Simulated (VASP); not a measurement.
Here is a VASP 6.6.1 calculation.

INCAR

```
PREC = Accurate
ENCUT = 520
EDIFF = 1E-6
ISMEAR = 0
SIGMA = 0.02
LREAL = F
LASPH = T
NELM = 60
ALGO = Normal
ISIF = 2
LWAVE = F
LCHARG = F
GGA = PE
NBANDS = 11
```

The input KPOINTS:

```
regular mesh
0
Gamma
  10 10 10
```

The input POSCAR:

```
NaH
1.0
    0.0000000000      2.4400000000      2.4400000000
    2.4400000000      0.0000000000      2.4400000000
    2.4400000000      2.4400000000      0.0000000000
Na H
1 1
Direct
    0.0000000000      0.0000000000      0.0000000000
    0.5000000000      0.5000000000      0.5000000000
```

KPOINTS_OPT

```
path GXWKGLUWLK,UX
20
line-mode
reciprocal
 0.0000000000  0.0000000000  0.0000000000  G
 0.5000000000  0.0000000000  0.5000000000  X

 0.5000000000  0.0000000000  0.5000000000  X
 0.5000000000  0.2500000000  0.7500000000  W

 0.5000000000  0.2500000000  0.7500000000  W
 0.3750000000  0.3750000000  0.7500000000  K

 0.3750000000  0.3750000000  0.7500000000  K
 0.0000000000  0.0000000000  0.0000000000  G

 0.0000000000  0.0000000000  0.0000000000  G
 0.5000000000  0.5000000000  0.5000000000  L

 0.5000000000  0.5000000000  0.5000000000  L
 0.6250000000  0.2500000000  0.6250000000  U

 0.6250000000  0.2500000000  0.6250000000  U
 0.5000000000  0.2500000000  0.7500000000  W

 0.5000000000  0.2500000000  0.7500000000  W
 0.5000000000  0.5000000000  0.5000000000  L

 0.5000000000  0.5000000000  0.5000000000  L
 0.3750000000  0.3750000000  0.7500000000  K

 0.6250000000  0.2500000000  0.6250000000  U
 0.5000000000  0.0000000000  0.5000000000  X
```

Potentials or basis: VASP PAW PBE potentials, release 64 (Na_pv, H).

The run is started by

```console
$ cat potpaw_PBE.64/Na_pv/POTCAR potpaw_PBE.64/H/POTCAR > POTCAR
$ mpirun -np 1 vasp_std > vasp.out
```

Problem. Estimate the pressure.

Solution. -0.7 GPa.

Problem. What does it give for the band gap along the path?

Solution. 3.71 eV, indirect (least direct gap 4.55 eV).

Levels at the corners of the path, in eV from the valence-band top:
```csv
point,band 1,band 2,band 3,band 4,band 5,band 6,band 7,band 8,band 9
Γ,-22.15,-22.15,-22.15,-3.54,10.16,15.39,15.39,15.39,16.17
X,-22.23,-22.18,-22.18,-0.17,4.58,9.92,10.49,10.49,11.47
X,-22.23,-22.18,-22.18,-0.17,4.58,9.92,10.49,10.49,11.47
W,-22.21,-22.21,-22.19,0.00,5.96,5.96,8.20,16.03,17.51
W,-22.21,-22.21,-22.19,0.00,5.96,5.96,8.20,16.03,17.51
K,-22.22,-22.20,-22.18,-0.11,5.27,6.26,11.08,11.56,16.47
K,-22.22,-22.20,-22.18,-0.11,5.27,6.26,11.08,11.56,16.47
Γ,-22.15,-22.15,-22.15,-3.54,10.16,15.39,15.39,15.39,16.17
Γ,-22.15,-22.15,-22.15,-3.54,10.16,15.39,15.39,15.39,16.17
L,-22.24,-22.16,-22.16,-0.84,3.71,10.58,13.20,13.20,16.06
L,-22.24,-22.16,-22.16,-0.84,3.71,10.58,13.20,13.20,16.06
U,-22.22,-22.20,-22.18,-0.11,5.27,6.26,11.08,11.56,16.47
U,-22.22,-22.20,-22.18,-0.11,5.27,6.26,11.08,11.56,16.47
W,-22.21,-22.21,-22.19,0.00,5.96,5.96,8.20,16.03,17.51
W,-22.21,-22.21,-22.19,0.00,5.96,5.96,8.20,16.03,17.51
L,-22.24,-22.16,-22.16,-0.84,3.71,10.58,13.20,13.20,16.06
L,-22.24,-22.16,-22.16,-0.84,3.71,10.58,13.20,13.20,16.06
K,-22.22,-22.20,-22.18,-0.11,5.27,6.26,11.08,11.56,16.47
U,-22.22,-22.20,-22.18,-0.11,5.27,6.26,11.08,11.56,16.47
X,-22.23,-22.18,-22.18,-0.17,4.58,9.92,10.49,10.49,11.47
```

As with any semilocal functional, this PBE gap is likely too small.
